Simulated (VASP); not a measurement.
# KI (Fm-3m) in VASP: notebook, part 2 of 2

VASP 6.6.1.

## Step 5: Relaxation of the atoms, PBE+D3(BJ) (a relaxed cell with its volume scaled by 0.96)

Input file INCAR:

```
  PREC = Accurate
  ENCUT = 600
  EDIFF = 1E-7
  ISMEAR = 0
  SIGMA = 0.03
  LREAL = F
  LASPH = T
  NELM = 80
  ALGO = Fast
  ISIF = 2
  LWAVE = F
  LCHARG = F
  GGA = PE
  IVDW = 12
  IBRION = 2
  NSW = 40
  EDIFFG = -0.01
```

Input file KPOINTS:

```
regular mesh
0
Gamma
  8 8 8
```

Input file POSCAR:

```
KI                                      
1.0
    0.0000000000      3.4594260348      3.4594260348
    3.4594260348      0.0000000000      3.4594260348
    3.4594260348      3.4594260348      0.0000000000
  K               I             
     1     1
Direct
     0.0000000000000000    0.0000000000000000    0.0000000000000000
     0.5000000000000000    0.5000000000000000    0.5000000000000000
```

Potentials or basis: VASP PAW PBE potentials, release 64 (K_sv, I).

Run with:

```console
cat potpaw_PBE.64/K_sv/POTCAR potpaw_PBE.64/I/POTCAR > POTCAR
mpirun -np 1 vasp_std > vasp.out
```

OUTCAR:

```text
PREC = Accurate
   ENCUT = 600
   EDIFF = 1E-7
   ISMEAR = 0
   LREAL = F
   LASPH = T
   NELM = 80
   ISIF = 2
   GGA = PE
   IVDW = 12
   IBRION = 2
   NSW = 40
   EDIFFG = -0.01
 IVDW          = 12

 ion  position               nearest neighbor table
   1  0.000  0.000  0.000-   2 3.46   2 3.46   2 3.46   2 3.46   2 3.46   2 3.46
   2  0.500  0.500  0.500-   1 3.46   1 3.46   1 3.46   1 3.46   1 3.46   1 3.46

  LATTYP: Found a face centered cubic cell.
 ALAT       =     6.9188520696

  Lattice vectors:

[... 551 lines left out ...]

 Edisp (eV)   -0.48600

 E8    (eV) :    -0.2349

  FORCE on cell =-STRESS in cart. coord.  units (eV):
  Direction    XX          YY          ZZ          XY          YZ          ZX
  --------------------------------------------------------------------------------------
  -------------------------------------------------------------------------------------
  Total       0.29825     0.29825     0.29825     0.00000     0.00000     0.00000
  in kB       5.77106     5.77106     5.77106     0.00000     0.00000     0.00000
  external pressure =        5.77 kB  Pullay stress =        0.00 kB

 VOLUME and BASIS-vectors are now :
 -----------------------------------------------------------------------------
  energy-cutoff  :      600.00
  volume of cell :       82.80
      direct lattice vectors                 reciprocal lattice vectors
     0.000000000  3.459426035  3.459426035    -0.144532646  0.144532646  0.144532646
     3.459426035  0.000000000  3.459426035     0.144532646 -0.144532646  0.144532646
     3.459426035  3.459426035  0.000000000     0.144532646  0.144532646 -0.144532646

 POSITION                                       TOTAL-FORCE (eV/Angst)
 -----------------------------------------------------------------------------------
      0.00000      0.00000      0.00000         0.000000      0.000000      0.000000
      3.45943      3.45943      3.45943         0.000000      0.000000      0.000000
 -----------------------------------------------------------------------------------
    total drift:                                0.000000     -0.000000     -0.000000

  FREE ENERGIE OF THE ION-ELECTRON SYSTEM (eV)
  ---------------------------------------------------
  free  energy   TOTEN  =        -6.0060403471 eV

  energy  without entropy=       -6.0060403471  energy(sigma->0) =       -6.00604035

 reached required accuracy - stopping structural energy minimisation
```

It took 50 s on 1 thread of Intel Xeon Platinum 8259CL at 2.50GHz (Skylake/Cascade Lake), shared host; peak memory 0.26 GiB.

Results:

* Free energy: -6.0060 eV
* Pressure after relaxing: 0.6 GPa
* Band gap on the k mesh: 4.12 eV, direct
* Dispersion energy per atom: -0.243 eV

Final structure:
```yaml
crystal:
  lattice:
    - [0.00000, 3.45943, 3.45943]
    - [3.45943, 0.00000, 3.45943]
    - [3.45943, 3.45943, 0.00000]
  atoms:
    - { symbol: K, position: [0.00000, 0.00000, 0.00000] }
    - { symbol: I, position: [0.50000, 0.50000, 0.50000] }
```

Levels at points of the mesh, in eV from the valence-band top:
```tsv
k point	band 5	band 6	band 7	band 8	band 9	band 10	band 11	band 12
(0.00, 0.00, 0.00)	-10.60	0.00	0.00	0.00	4.12	6.46	6.46	6.46
(0.50, 0.00, 0.00)	-10.23	-1.47	-0.39	-0.39	5.59	7.89	8.27	8.27
(0.50, 0.50, 0.00)	-10.43	-1.10	-0.40	-0.40	4.82	5.91	8.16	9.11
```

Caveat: the relaxation stopped at its first step, so nothing moved; spin-orbit coupling is left out, which moves the levels of the heavy elements. A k mesh can miss the band edges.

## Step 6: Relaxation of the atoms, PBE+D3(BJ) (a relaxed cell with its volume scaled by 0.98)

INCAR is that of step 5.

KPOINTS is that of step 5.

Input file POSCAR:

```
KI                                      
1.0
    0.0000000000      3.4832848994      3.4832848994
    3.4832848994      0.0000000000      3.4832848994
    3.4832848994      3.4832848994      0.0000000000
  K               I             
     1     1
Direct
     0.0000000000000000    0.0000000000000000    0.0000000000000000
     0.5000000000000000    0.5000000000000000    0.5000000000000000
```

Potentials or basis: VASP PAW PBE potentials, release 64 (K_sv, I).

Run with:

```console
cat potpaw_PBE.64/K_sv/POTCAR potpaw_PBE.64/I/POTCAR > POTCAR
mpirun -np 1 vasp_std > vasp.out
```

Run time: 49 s. Hardware: 1 thread of Intel Xeon Platinum 8259CL at 2.50GHz (Skylake/Cascade Lake), shared host; peak memory 0.26 GiB.

The run converged. Its results:

```
Free energy                : -6.0106 eV
Pressure after relaxing    : 0.3 GPa
Band gap on the k mesh     : 4.07 eV, direct
Dispersion energy per atom : -0.238 eV
```

Final structure:
```xyz
2
Lattice="0.0000 3.4833 3.4833 3.4833 0.0000 3.4833 3.4833 3.4833 0.0000" Properties=species:S:1:pos:R:3 pbc="T T T"
K     0.0000    0.0000    0.0000
I     3.4833    3.4833    3.4833
```

Levels at points of the mesh, in eV from the valence-band top:
```tsv
k point	band 4	band 5	band 6	band 7	band 8	band 9	band 10	band 11	band 12
(0.00, 0.00, 0.00)	-11.92	-10.57	0.00	0.00	0.00	4.07	6.48	6.48	6.48
(0.50, 0.00, 0.00)	-11.93	-10.23	-1.42	-0.37	-0.37	5.57	7.84	8.23	8.23
(0.50, 0.50, 0.00)	-11.95	-10.41	-1.06	-0.39	-0.39	4.86	5.87	8.15	9.02
```

Caveat: the relaxation stopped at its first step, so nothing moved; spin-orbit coupling is left out, which moves the levels of the heavy elements. A k mesh can miss the band edges.

## Step 7: Overview

```csv
task,cell,gap on the mesh (eV),pressure (GPa)
relaxation of cell and atoms,relaxed,4.02,0.0
relaxation of the atoms,atoms relaxed from: a relaxed cell with its volume scaled by 0.94,4.17,0.9
relaxation of the atoms,atoms relaxed from: a relaxed cell with its volume scaled by 0.96,4.12,0.6
relaxation of the atoms,atoms relaxed from: a relaxed cell with its volume scaled by 0.98,4.07,0.3
```

Alike in all rows: level PBE+D3(BJ); potentials or basis VASP PAW PBE potentials, release 64 (K_sv, I); no spin polarisation; k mesh 8 × 8 × 8; cutoff (eV) 600; smearing gaussian 0.03 eV.

Caveats: the relaxation stopped at its first step, so nothing moved; spin-orbit coupling is left out, which moves the levels of the heavy elements.

Absolute energies hang on the potentials; compare differences alone.
